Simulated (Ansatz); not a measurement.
# RuS2: the cost of one run

Method: DFT PBEsol+U (U = 4 eV, J = 0.7 eV on Ru d), plane waves, PAW, in Ansatz 0.2.0.

3 further runs of the same task are left out: 3 that didn't finish.

### Step 1. Starting point

The structure is monoclinic, space group C2/m (No. 12). Conventional cell: a = 6.220 Å, b = 3.813 Å, c = 4.386 Å, α = 90.00°, β = 90.04°, γ = 90.00°. Ru (site symmetry 2/m) has 6 S at 2.32 to 2.57 Å as nearest neighbours. S (site symmetry m) is surrounded by 3 Ru at 2.32 to 2.57 Å.

Cell or atoms stand a little off a more symmetric structure (P-3m1 at a tolerance of 0.3 Å), so results at this geometry aren't those of that ideal crystal.

Structure file:

```
Ru S
1.0
     3.11022   -1.90662    0.00000
     3.11022    1.90662    0.00000
    -0.00306    0.00000    4.38606
Ru S
1 2
Direct
  0.00000 0.00000 0.00000
  0.68790 0.68790 0.28890
  0.31210 0.31210 0.71110
```

### Step 2. Ferromagnetic start, free, symmetry kept, no search

The input, input.yaml:

```yaml
crystal:
  lattice:
    - [3.11021661, -1.90662465, 0.0]
    - [3.11021661, 1.90662465, 0.0]
    - [-0.00306205, 0.0, 4.38605763]
  atoms:
    - { symbol: Ru, position: [0.0, 0.0, 0.0], spin: 4.0 }
    - { symbol: S, position: [0.6879, 0.6879, 0.2889] }
    - { symbol: S, position: [0.3121, 0.3121, 0.7111] }
basis:
  ecutwfc: 420
  ecutrho_ratio: 4
kpoints:
  mp_grid: { grid: [6, 6, 4] }
hamiltonian:
  xc: pbesol
  hubbard: { sites: [{ site: 0, l: d, u: 4.0, j: 0.7 }] }
scf:
  occupations: { method: gaussian, width: 0.05 }
  lower_state_search: "off"
  max_iter: 150
output:
  forces: true
  stress: true
  eigenvalues: true
  populations: true
  hubbard: { sites: [{ site: 0, l: d }] }
magnetization:
  spin_polarized: true
```

Started as:

```console
ansatz run input.yaml --threads 2 --pin off --max-ram 3072MiB --backend cpu --events-out ev --progress --plain --runs-dir out
```

Q: Estimate wall time and peak memory on 2 threads of Arm Neoverse N1, shared host.

About 13 s, with a peak of 0.4 GiB.
